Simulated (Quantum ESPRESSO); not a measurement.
Here is a Quantum ESPRESSO 7.5 calculation.

pw.in

```
&CONTROL
  calculation = 'scf'
  prefix = 'pwscf'
  outdir = './tmp'
  pseudo_dir = './pseudo'
  tprnfor = .true.
  tstress = .true.
  disk_io = 'nowf'
/
&SYSTEM
  ibrav = 0
  nat = 4
  ntyp = 2
  ecutwfc = 60
  ecutrho = 480
  nbnd = 14
  occupations = 'smearing'
  smearing = 'fd'
  degauss = 0.00367493
/
&ELECTRONS
  conv_thr = 8d-10
  electron_maxstep = 120
  mixing_beta = 0.5
/
ATOMIC_SPECIES
N     14.0070 N.pbe-n-radius_5.UPF
B     10.8100 b_pbe_v1.4.uspp.F.UPF
CELL_PARAMETERS angstrom
   2.4982400000    0.0000000000    0.0000000000
  -1.2491200000    2.1635393048    0.0000000000
   0.0000000000    0.0000000000    6.6357000000
ATOMIC_POSITIONS crystal
N      0.6666666667    0.3333333333    0.2500000000
N      0.3333333333    0.6666666667    0.7500000000
B      0.6666666667    0.3333333333    0.7500000000
B      0.3333333333    0.6666666667    0.2500000000
K_POINTS automatic
12 12 4 0 0 0
```

Potentials or basis: SSSP 1.3 efficiency PBE.

Run with:

```console
$ OMP_NUM_THREADS=1 pw.x -in pw.in > pw.out
```

(1) Estimate the pressure.

(2) Estimate the band gap on the k mesh.

Answers

(1) 4.0 GPa.

(2) 4.31 eV, indirect (least direct gap 4.69 eV).

Caveat: this functional lacks dispersion, which binds the layers, so the pressure and a relaxed spacing across them are unreliable.
